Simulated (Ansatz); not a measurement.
BaTiO3 (Barioperovskite):

```
CELL_PARAMETERS angstrom
3.98550 0.00000 0.00000
0.00000 2.83690 2.84515
0.00000 -2.83690 2.84515
ATOMIC_POSITIONS crystal
Ba 0.00000 0.00000 0.00000
Ti 0.50000 0.51240 0.51240
O 0.50000 0.99184 0.50524
O 0.50000 0.50524 0.99184
O 0.00000 0.48740 0.48740
```

- Program: Ansatz 0.2.0
- Task: relaxation of cell and atoms
- Functional: PBEsol
- Potentials or basis: Ansatz PAW
- Cutoff: 420 eV (not typed: the program's choice for these potentials)
- k mesh: 7 × 7 × 7
- Occupations: fermi-dirac, width 0.05 eV
- Spin: no spin polarisation

At the start: volume 12.87 Å³/atom.

Q: Where does the relaxation end?

A: It ends after 11 steps and the volume is 12.69 Å³/atom (-1.4 %); space group Amm2 (No. 38, to 0.05 Å).

The path:
| step | energy change (eV) | largest force (eV/Å) | volume (Å³) |
| --- | --- | --- | --- |
| 1 | 0.0000 | 0.2872 | 64.34 |
| 2 | -0.0258 | 0.3803 | 62.84 |
| 3 | -0.0366 | 0.1807 | 62.74 |
| 4 | -0.0380 | 0.1553 | 62.96 |
| 5 | -0.0408 | 0.1315 | 63.03 |
| 6 | -0.0432 | 0.0109 | 63.43 |
| 7 | -0.0431 | 0.0056 | 63.48 |
| 8 | -0.0432 | 0.0007 | 63.46 |
| 9 | -0.0403 | 0.0006 | 63.46 |
| 10 | -0.0404 | 0.0011 | 63.43 |
| 11 | -0.0403 | 0.0010 | 63.43 |

Final structure:
```cif
data_structure
_symmetry_space_group_name_H-M 'P 1'
_symmetry_Int_Tables_number 1
_cell_length_a 3.9499
_cell_length_b 4.0072
_cell_length_c 4.0072
_cell_angle_alpha 89.788
_cell_angle_beta 90.000
_cell_angle_gamma 90.000
_cell_volume 63.43
loop_
_atom_site_label
_atom_site_type_symbol
_atom_site_fract_x
_atom_site_fract_y
_atom_site_fract_z
_atom_site_occupancy
Ba1 Ba 0.00000 0.00708 0.00708 1
Ti1 Ti 0.50000 0.51984 0.51984 1
O1 O 0.50000 0.98481 0.49373 1
O2 O 0.50000 0.49373 0.98481 1
O3 O 0.00000 0.49142 0.49142 1
```

Caveat: the plane-wave basis is chosen anew once the cell has moved, so the energies of steps on either side of that aren't comparable; the pressure holds a Pulay correction of +0.6 GPa for the finite cutoff; the PAW data sets come from PBE, with cores solved anew for the run's functional, which leaves a small shift of forces and pressure.
